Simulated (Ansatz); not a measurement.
# Fe (omega (AlB2-type)): energy against volume

All numbers below come from DFT, RPBE, plane waves (420 eV) with PAW, scalar-relativistic in Ansatz 0.2.0. The PAW files were generated under PBE, with cores re-solved for the functional.

The cell is scaled uniformly from the relaxed one, with fractional coordinates and shape fixed. Energies are extrapolated to zero smearing, pressures are those at the given smearing. Magnetic state: spin not included. It is not the lowest magnetic state of this structure.

A Birch-Murnaghan fit gives V₀ = 10.62 Å³/atom, B₀ = 259 GPa, B₀′ = 4.6.

What are the energy above the minimum and the pressure at 10.226 Å³/atom?

12.9 meV/atom and 11.42 GPa as computed.

What are the energy above the minimum and the pressure at 11.505 Å³/atom?

50.9 meV/atom and -16.47 GPa as computed.

What are the energy above the minimum and the pressure at 11.931 Å³/atom?

104.5 meV/atom and -22.26 GPa as computed.
